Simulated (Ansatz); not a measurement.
Cs: one input, then a changed one

The cell is a measured one (Crystallography Open Database entry 9011010); the temperature and pressure of the measurement aren't taken into account, and nothing was relaxed.

First run: DFT, PBE, PAW with Ansatz's default frozen-core files, scalar-relativistic (Ansatz 0.2.0).

Command: `ansatz run input.yaml --threads 1 --pin off --max-ram 2048MiB --backend cpu --events-out ev --progress --plain --runs-dir out` The run took 3 s on 1 thread of Intel(R) Xeon(R) 6975P-C (Granite Rapids), on a shared host, peak memory 0.47 GiB.

```yaml
crystal:
  lattice:
    - [-3.0225, 3.0225, 3.0225]
    - [3.0225, -3.0225, 3.0225]
    - [3.0225, 3.0225, -3.0225]
  atoms:
    - { symbol: Cs, position: [0.0, 0.0, 0.0] }
kpoints:
  mp_grid: { grid: [13, 13, 13] }
scf:
  occupations: { method: fermi_dirac, width: 0.05 }
hamiltonian:
  xc: pbe
  pseudopotentials: { kind: paw }
output:
  forces: true
  stress: true
  eigenvalues: true
  efg: { contact_densities: true }
```

Result: converged; pressure 0.12 GPa; 6 SCF iterations.

Spin–orbit coupling is left out, though it moves levels of the heavy atoms by tenths of an eV or more.

A second input differs as follows:

```diff
@@ -10,4 +10,5 @@
 scf:
   occupations: { method: fermi_dirac, width: 0.05 }
+  max_iter: 1
 hamiltonian:
   xc: pbe
```

Problem. What is wrong with it, and what does the program do?

Solution. The fault is too few SCF iterations. The run did not converge (1 SCF iterations). The log ends:
```
Initial density: superposition of atomic densities (neutral atoms: chi_scale 0, normalization atom), corrected by the library's trained network
Initial wavefunctions: pseudopotential atomic-orbital guess
Functional: x = pbe(κ = 0.804, μ = 0.2195149727645171), c = pbe(β = 0.06672455060314922)
SCF iter   1: F=—  HF=-5670.767359 eV  |F-HF|=—  |Δ(HF+E_count)|=         —  Δρ=2.12e-4  dr2=5.15e-5  ethr=1.77e-3  ⟨swp⟩=4.4  Hψ=11338  notcnv=0
preconditioner: auto → Kerker (q_TF=auto, 1.796 Å⁻¹)  [metal: Δε(μ)=0.031 eV  Ē_g=2.704 eV  σ=0.050 eV  W_gap=0.15  n_scr=12 (ndim 8)  ℏωp=3.5 eV  f_vac=0.000  D(μ)=1.20/eV (n_scr^D=0)]
Error: did not converge after 1 iterations: dr2 = 5.15e-5 (threshold 1.00e-7), under the density mixer `msr1`, which `scf.mixing.algorithm: auto` chose by the deck's other keys (type `scf.mixing.algorithm: msr1` to keep it); raise `scf.max_iter`, which need not help a stalled SCF, or adjust the mixing (`scf.mixing`) or, under a smearing, its width (`scf.occupations.width`, in either direction: another width is another result); this SCF holds its density and magnetisation to the symmetry operations that it keeps, and cannot end on a state that breaks one of them: if the state sought breaks one, re-run with `crystal.symmetry.detect: false`, without `crystal.symmetry.time_reversal: true`, on a non-collinear deck whose state breaks time reversal, with `crystal.symmetry.time_reversal: false` beside it (there exact exchange or a DFT+U term alone can polarise the run; a magnetic state wants starting moments), where the deck allows it (that run may end on another state, and need not converge either); this run sums exchange and correlation on more points than the dense box has (`basis.xc_grid`), where a deck that converges on the dense box may not converge: try another level (where the key is left out runs that use forces, runs that use the stress, dielectric runs by a finite field, finite-displacement phonons, runs of phonons.displacement_patterns under a GGA or a meta-GGA, phonons by method: dfpt, dielectric runs by the response, runs on support functions, runs on PAW files under a meta-GGA or a hybrid on one, runs at kind: all_electron or under a hybrid on a GGA, runs under a text's formulas of a gradient, and runs on PAW files that evaluate rPW86 or Becke's exchange or LYP's correlation can take a finer level, which can go by the root key accuracy; a number is taken as typed), or, where it is served, `1`, the dense box, on which forces and the stress change with where the atoms sit on the grid; a lower level also moves a field's Born charges, by the response (dielectric, § Limitations, in the input reference) or by a finite field; under a meta-GGA, try another mixer (`scf.mixing.algorithm: anderson` or `broyden`); mind that the stability of the state on which such a run converges can go unchecked at the default of `scf.lower_state_search`; see `basis.xc_grid`, Limitations — the other mixer that `auto` picks from is left to try (`scf.mixing.algorithm: broyden`); it can need more iterations, either can converge an SCF that the other leaves open, and the two can end on different states; the input reference at `scf.mixing.algorithm` says more, and from which start to try it
```
